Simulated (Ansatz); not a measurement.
# SnTe: stationary points along a deformation path

All numbers below come from DFT PBEsol, scalar-relativistic, plane waves, PAW (Ansatz 0.2.0). The runs took a 420 eV cutoff, a Γ-centred 10×10×10 mesh and Gaussian smearing (0.03 eV). Spin–orbit coupling is left out, which matters for the heavy elements here. No spin polarisation. Energies are free energies at this smearing, counted from the undisturbed cell; pressure is positive in compression.

Reference structure (as given, not relaxed at this level; it stands at -0.5 GPa):

```yaml
crystal:
  lattice:
    - [0.00000, 3.15650, 3.15650]
    - [3.15650, 0.00000, 3.15650]
    - [3.15650, 3.15650, 0.00000]
  atoms:
    - { symbol: Sn, position: [0.00000, 0.00000, 0.00000] }
    - { symbol: Te, position: [0.50000, 0.50000, 0.50000] }
```

At fixed volume and fractional coordinates, lengths along (0.577, 0.577, 0.577) are scaled against those across it; ρ is that ratio over its starting value. V = 31.450 Å³/atom. Δσ is the stress along the axis less the mean stress across it (compression positive).

```csv
ρ,ΔE (meV/atom),Δσ (GPa),space group
0.500,261.4,0.00,Pm-3m
0.600,231.4,3.80,R-3m
0.710,138.6,4.44,R-3m
0.850,44.6,3.49,R-3m
0.930,10.7,2.21,R-3m
1.000,0.0,0.00,Fm-3m
1.080,13.4,-2.59,R-3m
1.200,66.8,-5.46,R-3m
1.410,215.3,-7.80,R-3m
1.700,382.2,-4.82,R-3m
2.000,463.3,-3.63,R-3m
```

Task: How does the stress give the slope of the energy, and where is the energy stationary?

Result: Along the path d ln(length) is 2/3 d ln ρ on the axis and −1/3 d ln ρ across it, so dE/d ln ρ = −(2/3) V Δσ: the energy falls with ρ where Δσ is positive. Δσ vanishes or changes sign at ρ = 0.500 (Pm-3m, an end of the scan), at 261.4 meV/atom; at ρ = 1.000 (Fm-3m), a minimum at 0.0 meV/atom. Pairs of stationary points between two samples would go unseen, and could change a minimum read from distant neighbours into a maximum. At ρ = 0.500, 1.000 the cell is cubic, where symmetry alone makes the stress isotropic and the slope zero.

Task: Which shear constant sets the curvature at ρ = 1?

Result: For a cubic crystal E/V = (2/3) C (ln ρ)² with C = C44, so Δσ = −2C ln ρ. The parabola of Δσ against ln ρ through ρ = 0.930, 1 and 1.080 gives C ≈ 16.0 GPa with the ions clamped, rough because the steps are large. It is the stress–strain coefficient at this cell's pressure of -0.5 GPa, not the zero-pressure constant.

The gap closes along the scan, which can put kinks into the curve.